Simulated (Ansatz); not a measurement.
Input and output of a one-shot G0W0 calculation on BAs built on the zincblende prototype (Ansatz 0.2.0, G0W0@PBE with 81 empty bands, a screening cutoff of 120 eV and a 6×6×6 mesh). The cell was relaxed beforehand with r2SCAN.

input.yaml:
```yaml
crystal:
  lattice:
    - [0.0, 2.3918676044, 2.3918676044]
    - [2.3918676044, 0.0, 2.3918676044]
    - [2.3918676044, 2.3918676044, 0.0]
  atoms:
    - { symbol: B, position: [0.0, 0.0, 0.0] }
    - { symbol: As, position: [0.25, 0.25, 0.25] }
kpoints:
  mp_grid: { grid: [6, 6, 6] }
hamiltonian:
  xc: pbe
scf:
  occupations: { method: fixed }
gw:
  n_empty_bands: 81
  ecut_chi: 120
  qp_bands: [v2, c2]
  qp_kpoints: band_edges
  screening: { model: contour_deformation }
```

Run as `ansatz run input.yaml --threads 2 --pin off --max-ram 2211MiB --backend cpu --events-out ev --progress --plain --runs-dir out`. Wall time 39 s on 2 threads of Arm Neoverse N1 (shared host); peak host memory 0.3 GiB.

The output, standing remarks left out:
```
Pseudopotential: B, paw, valence charge 3, recommended cutoff 420 eV (normal)
Pseudopotential: As, paw, valence charge 15, recommended cutoff 420 eV (normal)
Functional definition: PBE
Crystal: 2 atoms, lattice volume = 27.368 Å³
Basis set: ecut = 420 eV, 531 PW (Γ)
Bands: 13, of which v1, the nominal top of the filled ones, is band 9 counted from 1 (8 counted from 0)
Symmetry: 24 space group operations
Space group: F-43m (ITA 216)
k-points: 16 of 216 (time reversal used)
SCF iter   1: HF=-5012.083354 eV  Δρ=8.60e-4  dr2=1.35e-4
SCF iter   2: HF=-5012.083335 eV  Δρ=4.58e-4  dr2=3.51e-5
SCF iter   3: HF=-5012.083367 eV  Δρ=2.11e-4  dr2=6.31e-6
SCF iter   4: HF=-5012.083381 eV  Δρ=3.93e-5  dr2=4.24e-7
SCF iter   5: HF=-5012.083381 eV  Δρ=8.05e-6  dr2=1.43e-8
SCF iter   6: HF=-5012.083381 eV  Δρ=3.08e-6  dr2=2.84e-9
SCF 1 converged in 6 iterations: F = -5012.083381 eV  dr2 = 2.84e-9
Free energy (F): -5012.083381 eV
Fermi energy:    11.064468 eV
--- G₀W₀: contour deformation, 7 samples at zero and on the imaginary axis and 1 off it, 216 q-points, 81 empty bands' worth ---
    ik  band        ε_KS         Σx   Σc(E_QP)       V_xc       Z   E_QP_lin       E_QP  E_QP is
     0     8     11.0645   -16.4314     0.9502   -15.0332  0.7940    10.6153    10.6165  root
     0     9     11.0645   -16.4314     0.9502   -15.0332  0.7940    10.6153    10.6165  root
     0    10     14.3376    -9.1315    -4.3142   -13.7891  0.7937    14.6820    14.6810  root
     0    11     14.3376    -9.1315    -4.3142   -13.7891  0.7937    14.6820    14.6810  root
     1     8     10.3865   -16.3595     1.1374   -14.7473  0.7915     9.9102     9.9116  root
     1     9     10.3865   -16.3595     1.1374   -14.7473  0.7915     9.9102     9.9116  root
     1    10     14.3449    -9.5866    -4.5405   -14.5084  0.7895    14.7276    14.7262  root
     1    11     15.2221    -9.0349    -4.6084   -14.0144  0.7865    15.5947    15.5932  root
     2     8      9.5559   -16.6075     1.5099   -14.5672  0.7868     9.0233     9.0255  root
     2     9      9.5559   -16.6075     1.5099   -14.5672  0.7868     9.0233     9.0255  root
     2    10     13.9016    -9.9004    -4.4940   -14.7465  0.7908    14.2548    14.2537  root
     2    11     15.8940    -8.2639    -4.8835   -13.5069  0.7830    16.2551    16.2535  root
     3     8      9.2514   -16.7344     1.6562   -14.5263  0.7848     8.6969     8.6996  root
     3     9      9.2514   -16.7344     1.6562   -14.5263  0.7848     8.6969     8.6996  root
     3    10     13.7286   -10.0365    -4.4654   -14.8448  0.7914    14.0723    14.0714  root
     3    11     15.8512    -7.9078    -4.8562   -13.0931  0.7860    16.1814    16.1803  root
     4     8      9.3627   -16.2837     1.4735   -14.2806  0.7865     8.8308     8.8331  root
     4     9      9.3627   -16.2837     1.4735   -14.2806  0.7865     8.8308     8.8331  root
     4    10     13.3130    -8.6015    -4.1133   -12.9753  0.7987    13.5741    13.5735  root
     4    11     16.6741    -8.6651    -5.4885   -14.5541  0.7642    17.0767    17.0745  root
     9     8      7.6255   -16.6805     2.2219   -13.8305  0.7716     6.9926     6.9974  root
     9     9      7.6255   -16.6805     2.2219   -13.8305  0.7716     6.9926     6.9974  root
     9    10     12.3484    -8.2897    -3.9422   -12.3750  0.8040    12.4916    12.4914  root
     9    11     14.2028    -7.1511    -4.5534   -11.8644  0.8000    14.3630    14.3627  root
    12     8      7.0058   -16.8287     2.4857   -13.6886  0.7648     6.3454     6.3514  root
    12     9      7.0058   -16.8287     2.4857   -13.6886  0.7648     6.3454     6.3514  root
    12    10     12.5061    -7.9251    -4.0325   -12.0153  0.8039    12.5638    12.5638  root
    12    11     12.5151    -7.6361    -4.1293   -11.9234  0.8083    12.6733    12.6731  root
```

The points are ik 0 = (0, 0, 0) (Γ), ik 1 = (0, 0, 1/6), ik 2 = (0, 0, 1/3), ik 3 = (0, 0, -1/2) (L), ik 4 = (0, 1/6, 1/6), ik 9 = (0, 1/3, 1/3), ik 12 = (0, -1/2, -1/2) (X); band 9 is the last filled one.

Over the mesh points the PBE gap of 1.28 eV becomes a quasiparticle gap of 1.87 eV (Γ to Γ–X (0.67 of the way from Γ)), a change of +0.59 eV. Renormalisation factors Z lie between 0.76 and 0.81. G0W0 here is at a finite number of bands, screening cutoff and k mesh, not at the basis limit.

(Simulation; spin polarisation is off.)

The runs are scalar-relativistic, without spin-orbit coupling.
